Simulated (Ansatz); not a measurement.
A relaxation of cell and atoms of CuGaSe2, ordered on the rocksalt lattice (P4/mmm) with 4 atoms a cell with the PAW code Ansatz, at the level PBE. The start is a rough guess from atomic radii.

The input:
```yaml
crystal:
  lattice:
    - [3.6429738316, 0.0, 0.0]
    - [0.0, 3.6429738316, 0.0]
    - [0.0, 0.0, 5.151943]
  atoms:
    - { symbol: Cu, position: [0.0, 0.0, 0.0] }
    - { symbol: Se, position: [0.0, 0.0, 0.5] }
    - { symbol: Ga, position: [0.5, 0.5, 0.5] }
    - { symbol: Se, position: [0.5, 0.5, 0.0] }
kpoints:
  mp_grid: { grid: [6, 6, 4] }
hamiltonian:
  xc: pbe
scf:
  occupations: { method: fermi_dirac, width: 0.02 }
relax:
  f_tol: 0.005
  cell: {}
```

Command: `ansatz run input.yaml --threads 2 --pin off --max-ram 2211MiB --backend cpu --events-out ev --progress --plain --runs-dir out`. It took 22 s on 2 threads of Arm Neoverse N1 (shared host); peak host memory 0.45 GiB.

Problem. What does the program print?

Solution. What the program printed (shortened):
```
Pseudopotential: Cu, paw, valence charge 19, recommended cutoff 420 eV (normal)
Pseudopotential: Se, paw, valence charge 16, recommended cutoff 420 eV (normal)
Pseudopotential: Ga, paw, valence charge 13, recommended cutoff 420 eV (normal)
Functional definition: PBE
Crystal: 4 atoms, lattice volume = 68.373 Å³
Basis set: ecut = 420 eV, 1337 PW (Γ)
Bands: 39, of which v1, the nominal top of the filled ones, is band 32 counted from 1 (31 counted from 0)
Symmetry: 16 space group operations
Space group: P4/mmm (ITA 123)
k-points: 30 of 144
SCF 1 converged in 7 iterations: F = -21347.144194 eV  dr2 = 4.89e-8
relax step 1: F+E_penalty+E_count = -21347.14419408 eV  P = +8.822 GPa  Ω = 68.373 Å³
SCF 2 converged in 7 iterations: F = -21347.311930 eV  dr2 = 3.59e-7
relax step 2: F+E_penalty+E_count = -21347.31192963 eV  P = +0.452 GPa  Ω = 74.684 Å³
SCF 3 converged in 6 iterations: F = -21347.312463 eV  dr2 = 2.93e-9
relax step 3: F+E_penalty+E_count = -21347.31246298 eV  P = +0.071 GPa  Ω = 75.059 Å³
SCF 4 converged in 6 iterations: F = -21347.312473 eV  dr2 = 9.90e-11
relax step 4: F+E_penalty+E_count = -21347.31247292 eV  P = +0.018 GPa  Ω = 75.112 Å³
SCF 5 converged in 9 iterations: F = -21347.314132 eV  dr2 = 1.53e-11
relax step 5: F+E_penalty+E_count = -21347.31413186 eV  P = +0.000 GPa  Ω = 75.112 Å³  (SCF on a basis re-selected at this cell)
Free energy (F): -21347.314132 eV
Internal energy: -21347.313018 eV  (E = F + TS)
E sigma→0 (E₀):  -21347.313575 eV
Entropy (-TS):   -0.001113 eV (-0.278 meV/atom)
Fermi energy:    10.900319 eV
--- Stress (GPa, compression-positive) ---
        0.007180       0.000000       0.000000
        0.000000       0.007180       0.000000
        0.000000       0.000000      -0.014155
  P = ⅓ Tr σ = 0.0001 GPa (0.001 kbar)
--- Relaxed structure (4 steps of the walk, 4 accepted, 1 SCFs on fresh bases) ---
  F+E_penalty+E_count = -21347.31413186 eV
  cell:  # Å, volume = 75.1117 Å³
    - [3.764031, 0.000000, 0.000000]
    - [0.000000, 3.764031, 0.000000]
    - [0.000000, 0.000000, 5.301532]
  atoms:
    - { symbol: Cu, position: [0.000000, 0.000000, 0.000000] }
    - { symbol: Se, position: [0.000000, 0.000000, 0.500000] }
    - { symbol: Ga, position: [0.500000, 0.500000, 0.500000] }
    - { symbol: Se, position: [0.500000, 0.500000, 0.000000] }
```
Iteration counts and the last digits belong to this one run.

The walk took 4 steps and changed the volume by +9.9 %. The last SCF, on a fresh basis, lies 42.5 meV an atom below the first. Final cell: it is tetragonal, P4/mmm (No. 123); conventional cell a = 3.764 Å, c = 5.302 Å, 18.78 Å³ an atom. Around Cu lie 6 Se at 2.65–2.66 Å; around Se lie 2 Cu at 2.65 Å and 4 Ga at 2.66 Å; around Ga lie 6 Se at 2.65–2.66 Å; around Se lie 2 Ga at 2.65 Å and 4 Cu at 2.66 Å.

These are computed values for a spin-unpolarised cell that may be hypothetical; none is a measurement.

Where bands overlap the cell is a metal at that level, and these k meshes limit energies, forces and stress. Overlaps of a few tenths of an eV in semilocal functionals can be an artefact that a hybrid or GW lifts.
